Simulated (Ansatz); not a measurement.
**Ti in Ansatz: the effect of functional**

Crystal: Ti.

```
Ti
1.0
     0.00000    1.98856    1.98856
     1.98856    0.00000    1.98856
     1.98856    1.98856    0.00000
Ti
1
Direct
  0.00000 0.00000 0.00000
```

This isn't the form of Ti at room conditions, which is hcp.

The cell isn't the ideal one: volume scaled by 0.94.

Alike in all runs:

```yaml
Program: Ansatz 0.2.0
Task: single point
Potentials_or_basis: Ansatz PAW
k_mesh: 11 × 11 × 11
Occupations: fermi-dirac, width 0.05 eV
Spin: no spin polarisation
```

| functional | cutoff | pressure (GPa) |
| --- | --- | --- |
| LDA | 420 eV (not typed: the program's choice for these potentials) | 2.1 |
| PBEsol | 420 eV (not typed: the program's choice for these potentials) | ? |
| r2SCAN | 500 eV (not typed: the program's choice for these potentials) | 12.6 |

What does the run with functional PBEsol give?

Pressure 7.2 GPa.

Caveats: the PAW data sets come from PBE, with cores solved anew for the run's functional, which leaves a small shift of forces and pressure.
